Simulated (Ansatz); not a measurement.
**AgCl: response to strain**

Aim: deform AgCl (zz strain of -1 %) and compute stress, forces and field gradients with LAPW, PAW and all-electron datasets made for the crystal.

Program: Ansatz 0.2.0. Level of theory: DFT PBE, scalar-relativistic. These are calculated values, not measurements.

## (1) The starting structure

Symmetry: Pm-3m, No. 221, cubic system. The conventional cell has a = 3.434 Å, b = 3.434 Å, c = 3.434 Å, α = 90.00°, β = 90.00°, γ = 90.00°. Ag (site symmetry m-3m) has 8 Cl at 2.97 Å as nearest neighbours. Cl (site symmetry m-3m) has 8 Ag at 2.97 Å as nearest neighbours.

Structure file:

```
Ag Cl
1.0
     3.43397    0.00000    0.00000
     0.00000    3.43397    0.00000
     0.00000    0.00000    3.43397
Ag Cl
1 1
Cartesian
  0.0000 0.0000 0.0000
  1.7170 1.7170 1.7170
```

Atoms are numbered in the order of the input: Ag1, Cl2.

## (2) After the deformation

Space group Pm-3m before, P4/mmm after.

## (3) Full-potential LAPW

Input file input.yaml:

```yaml
crystal:
  lattice:
    - [3.433973, 0.0, 0.0]
    - [0.0, 3.433973, 0.0]
    - [0.0, 0.0, 3.39963327]
  atoms:
    - { symbol: Ag, position: [0.0, 0.0, 0.0] }
    - { symbol: Cl, position: [0.5, 0.5, 0.5] }
kpoints:
  mp_grid: { grid: [9, 9, 9] }
  band_path:
    path:
      - [0.0, 0.0, 0.0]
      - [0.0, 0.5, 0.0]
      - [0.5, 0.5, 0.0]
      - [0.0, 0.0, 0.0]
      - [0.0, 0.0, 0.5]
      - [0.0, 0.5, 0.5]
      - [0.5, 0.5, 0.5]
      - [0.0, 0.0, 0.5]
      - [0.0, 0.5, 0.0]
    npoints: 5
scf:
  occupations: { method: fermi_dirac, width: 0.01 }
hamiltonian:
  xc: pbe
  pseudopotentials: { kind: all_electron, lapw: { basis_error: 0.001 } }
output:
  forces: true
  stress: true
  eigenvalues: true
```

Command:

```console
ansatz run input.yaml --threads 1 --pin off --max-ram 3072MiB --backend cpu --events-out ev --progress --plain --runs-dir out
```

## (4) PAW with frozen cores

Input file input.yaml:

```yaml
crystal:
  lattice:
    - [3.433973, 0.0, 0.0]
    - [0.0, 3.433973, 0.0]
    - [0.0, 0.0, 3.39963327]
  atoms:
    - { symbol: Ag, position: [0.0, 0.0, 0.0] }
    - { symbol: Cl, position: [0.5, 0.5, 0.5] }
kpoints:
  mp_grid: { grid: [9, 9, 9] }
scf:
  occupations: { method: fermi_dirac, width: 0.01 }
hamiltonian:
  xc: pbe
  pseudopotentials: { kind: paw }
output:
  forces: true
  stress: true
  eigenvalues: true
  efg: { contact_densities: true }
```

## (5) Datasets made for this crystal

input.yaml: that of step 4 with these lines changed.

```diff
@@ -14,3 +14,3 @@
   xc: pbe
-  pseudopotentials: { kind: paw }
+  pseudopotentials: { kind: all_electron, datasets: crystal }
 output:
```

(Steps that only read results are left out.)

**Question.** What will these runs give? Wanted: pressure; largest shear or deviatoric stress.

**Answer**, as computed:

```
                                 quantity                                           value
                                 pressure  LAPW 0.36, PAW 0.36, crystal datasets 0.36 GPa
largest shear or deviatoric stress (LAPW)                                        0.33 GPa
```

**Reading.** The largest part of the stress beyond the pressure is 0.33 GPa in size, in the zz component; the atoms are carried along and not relaxed. No run of the undeformed cell stands beside it, so the pressure holds what the given cell had before the change. PAW: stress within 0.01 GPa of LAPW. Crystal datasets: stress within 0.01 GPa of LAPW.
